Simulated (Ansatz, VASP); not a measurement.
Bi in VASP and in Ansatz

The input INCAR:

```
PREC = Accurate ; ENCUT = 520
EDIFF = 1E-6 ; ISMEAR = 0
SIGMA = 0.1 ; LREAL = False
LASPH = True ; NELM = 100
ALGO = Fast ; ISIF = 2
LWAVE = False ; LCHARG = False
GGA = PE ; IVDW = 12
NBANDS = 14
```

Contents of KPOINTS:

```
Automatic mesh
0
Gamma
  16 16 16
```

The input POSCAR:

```
Bi
1.0
   -1.9194685907      1.9194685907      1.9194685907
    1.9194685907     -1.9194685907      1.9194685907
    1.9194685907      1.9194685907     -1.9194685907
Bi
1
Direct
    0.0000000000      0.0000000000      0.0000000000
```

Input for Ansatz:

```yaml
crystal:
  lattice:
    - [-1.9194685907, 1.9194685907, 1.9194685907]
    - [1.9194685907, -1.9194685907, 1.9194685907]
    - [1.9194685907, 1.9194685907, -1.9194685907]
  atoms:
    - { symbol: Bi, position: [0.0, 0.0, 0.0] }
basis:
  ecutwfc: 420
kpoints:
  mp_grid: { grid: [16, 16, 16] }
hamiltonian:
  xc: pbe
  dispersion: d3bj
scf:
  occupations: { method: gaussian, width: 0.1 }
output:
  forces: true
  stress: true
  eigenvalues: true
```

Alike in both runs: task single point; functional PBE; dispersion D3(BJ); k mesh 16 × 16 × 16; occupations gaussian, width 0.1 eV; no spin polarisation.

```csv
,VASP,Ansatz
version,VASP 6.6.1,Ansatz 0.2.0
potentials or method,"VASP PAW PBE potentials, release 64 (Bi_d)","scalar-relativistic, plane waves, PAW"
plane-wave cutoff (eV),520,420
valence electrons in the cell,15,15
```

|  | VASP | Ansatz | Ansatz less VASP |
| --- | --- | --- | --- |
| gap on the k mesh at the Fermi level (eV) | none | none | - |
| pressure (GPa) | 4.1 | 4.1 | +0.04 |

A gap of «none» marks a metal or a gap that the smearing closes.

Caveats: spin-orbit coupling is left out, which moves the levels of the heavy elements; pairwise dispersion overbinds metals, which lowers pressure and volume.
